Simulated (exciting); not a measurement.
Write the native input for exciting (release sodium) that does the following.

* Task: single point
* Functional: RPBE
* Potentials or basis: all-electron LAPW+lo, shipped species files, valence relativity iora*
* rgkmax: 9
* k mesh: 7 × 7 × 7
* Occupations: gaussian, width 0.1 eV
* Spin: no spin polarisation
* outputlevel: normal
* gmaxvr (cutoff of density and potential): 14 1/bohr
* lmaxapw (and lmaxmat): 10
* lmaxvr: 8
* nempty: 8
* Valence relativity: iora*
* epsengy: 1e-05 Ha
* epspot: 1e-05 Ha
* maxscl: 60
* Muffin-tin radii: Rb 2.3 bohr

Crystal: Rb.

```
Rb
1.0
    -2.95451    2.95451    2.73085
     2.95451   -2.95451    2.73085
     2.95451    2.95451   -2.73085
Rb
1
Cartesian
  0.0000 0.0000 0.0000
```

This isn't the form of Rb at room conditions, which is bcc.

The input as run:

input.xml

```xml
<input>
  <title>Rb</title>
  <structure speciespath="./" tshift="false">
    <crystal scale="1">
      <basevect>-5.583218250193 5.583218250193 5.160549508245</basevect>
      <basevect>5.583218250193 -5.583218250193 5.160549508245</basevect>
      <basevect>5.583218250193 5.583218250193 -5.160549508245</basevect>
    </crystal>
    <species speciesfile="Rb.xml" rmt="2.3">
      <atom coord="0.000000000000 0.000000000000 0.000000000000"/>
    </species>
  </structure>
  <groundstate do="fromscratch" ngridk="7 7 7" rgkmax="9" gmaxvr="14" lmaxapw="10" lmaxmat="10" lmaxvr="8" stype="Gaussian" swidth="0.00367493" nempty="8" ValenceRelativity="iora*" epsengy="1e-05" epspot="1e-05" maxscl="60" tforce="true" outputlevel="normal">
    <libxc exchange="XC_GGA_X_RPBE" correlation="XC_GGA_C_PBE"/>
  </groundstate>
</input>
```

Potentials or basis: all-electron LAPW+lo, shipped species files, valence relativity iora*.

Run with:

```sh
$ OMP_NUM_THREADS=1 exciting_smp
```

It gave:

```json
{"Band gap on the k mesh": "none (metal or under the smearing width)", "All electrons inside the program's atomic spheres": "Rb 34.85 (radii Rb 2.3 bohr)", "Density of states at the Fermi level": "0.90 states/eV per cell"}
```

Caveat: the log's total energy holds no entropy term; the free energy is that total less TS from the occupations.

It took 6 min on 1 thread of Intel(R) Xeon(R) Platinum 8175M CPU @ 2.50GHz (Skylake/Cascade Lake), with other jobs on the host, peak memory 0.17 GiB.
